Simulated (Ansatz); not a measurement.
# BN: the cost of one run

Method: DFT r2SCAN, scalar-relativistic, plane waves, PAW, in Ansatz 0.2.0.

1 further run of the same task is left out (it didn't finish).

**1. The structure to begin with**

The structure is monoclinic, space group Cm (No. 8). Conventional cell: a = 4.351 Å, b = 2.512 Å, c = 4.415 Å, α = 90.00°, β = 108.87°, γ = 90.00°. B (site symmetry m) has 3 N at 1.45 Å as nearest neighbours. Around N (site symmetry m) lie 3 B at 1.45 Å.

Cell or atoms stand a little off a more symmetric structure (R3m at a tolerance of 0.3 Å), so results at this geometry aren't those of that ideal crystal.

Coordinates:

```cif
data_structure
_symmetry_space_group_name_H-M 'Cm'
_symmetry_Int_Tables_number 8
_cell_length_a 4.3512
_cell_length_b 2.5122
_cell_length_c 4.4152
_cell_angle_alpha 90.000
_cell_angle_beta 108.869
_cell_angle_gamma 90.000
_cell_volume 45.67
loop_
_atom_site_label
_atom_site_type_symbol
_atom_site_symmetry_multiplicity
_atom_site_Wyckoff_symbol
_atom_site_fract_x
_atom_site_fract_y
_atom_site_fract_z
_atom_site_occupancy
B1 B 2 a 0.49956 0.50000 0.99867 1
N1 N 2 a 0.33287 0.00000 0.99863 1
```

It is the end of an earlier relaxation with the same method, from a distorted copy of a database structure. At a tolerance of 0.02 Å it has space group Cm (No. 8); it has 11.42 Å³/atom, an uncorrected energy of -1.25 eV/atom over the elements and, on its mesh, gap 4.52 eV.

**2. The same geometry with r2SCAN**

The input, input.yaml:

```yaml
crystal:
  lattice:
    - [2.175595694, -1.2560818633, -0.0073497797]
    - [2.175595694, 1.2560818633, -0.0073497797]
    - [-1.4137592606, 0.0, 4.1827195725]
  atoms:
    - { symbol: B, position: [0.0004416291, 0.0004416291, 0.0013278914] }
    - { symbol: "N", position: [0.6671253509, 0.6671253509, 0.0013730586] }
basis:
  ecutwfc: 500
kpoints:
  mp_grid: { grid: [10, 10, 6] }
  band_path:
    path:
      - [[0.0, 0.0, 0.0], [-0.34306625, 0.34306625, 0.0]]
      - [[0.34306625, 0.65693375, 0.0], [0.5, 0.5, 0.0], [0.0, 0.0, 0.0], [0.5, 0.5, -0.5], [0.31340446, 0.68659554, -0.5]]
      - [[-0.31340446, 0.31340446, -0.5], [0.0, 0.0, -0.5], [0.0, 0.0, 0.0]]
      - [[0.0, 0.5, -0.5], [0.0, 0.0, 0.0], [0.0, 0.5, 0.0]]
    npoints: 14
hamiltonian:
  xc: r2scan
scf:
  occupations: { method: gaussian, width: 0.02 }
  n_extra_bands: 6
output:
  forces: true
  stress: true
  eigenvalues: true
  populations: true
  dos: { projected: true, de: 0.02, nscf_kmesh: { grid: [15, 15, 9] } }
  bader: true
  write_density: true
  write_potential: true
  elf: true
  volumetric_format: npy
```

On the command line:

```
ansatz run input.yaml --threads 1 --pin off --max-ram 2048MiB --backend cpu --events-out ev --progress --plain --runs-dir out
```

What time and memory should one allow on 1 thread of Intel Xeon Platinum 8488C (Sapphire Rapids), shared host?

About 49 s, with a peak of 0.43 GiB.
